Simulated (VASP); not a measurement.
# Cr, self-consistent run: which settings are enough?

Cr, Im-3m (no. 229), 1 atom in the cell. RevPBE; PAW potentials Cr_pv (PBE set). VASP 6.6.1.

Wanted: energy within 0.2 meV/atom; Fermi level within 0.005 eV.

What the run is for: comparing ways to start; Accuracy asked: tight.

POSCAR:
```
Cr
1.0
   -1.4844496776      1.4844496776      1.4844496776
    1.4844496776     -1.4844496776      1.4844496776
    1.4844496776      1.4844496776     -1.4844496776
Cr
1
Direct
    0.0000000000      0.0000000000      0.0000000000
```

## How the run starts (with a second run first, the time holds both)

| How the run starts (with a second run first, the time holds both) | Energy less reference (meV/atom) | Fermi level (eV) | Time (s) |
|---|---|---|---|
| from scratch: 14 SCF iterations | 0.00 | 9.3391 | 12 |
| orbitals of a nearby geometry (ISTART 1): 14 + 8 SCF iterations | 0.00 | 9.3386 | 33 |
| orbitals and density of a nearby geometry: 14 + 9 SCF iterations | 0.00 | 9.3392 | 34 |
| density of a nearby geometry (ICHARG 1): 14 + 11 SCF iterations | 0.00 | 9.3391 | 35 |
| orbitals in the old basis (ISTART 2), symmetry off: 14 + 10 SCF iterations | 1.38 | 9.3391 | 287 |

## Question

For each series: keep the first row unless others stay within half of the tolerance and take at least 30 % less time, and then take the fastest.

## Answer

- How the run starts (with a second run first, the time holds both): from scratch: 14 SCF iterations

The chosen settings are those of the reference run.

## The input

INCAR:
```
GGA = RE ; ISPIN = 2
MAGMOM = 3 ; LORBIT = 11
ISMEAR = 1 ; SIGMA = 0.1
LWAVE = False ; LCHARG = False
ISIF = 2 ; PREC = Accurate
LASPH = True ; LREAL = False
ALGO = Normal ; EDIFF = 1E-6
NELM = 200 ; GGA_COMPAT = False
ENCUT = 400 ; LMAXMIX = 4
```

KPOINTS:
```
k-points
0
Gamma
  15 15 15
```

Commands:
```
cat potpaw_PBE.64/Cr_pv/POTCAR > POTCAR
mpirun -np 1 vasp_std > vasp.out
```

The chosen input took VASP 6.6.1 12 s on 1 core (Intel Xeon 6975P-C (Granite Rapids)), a shared host.

## An input that fails: restart asked without its files

VASP's message: ERROR: charge density could not be read from file CHGCAR for ICHARG>10.

Changes against the starting input:
```
- NELM = 200
+ NELM = 60
+ ICHARG = 11
```
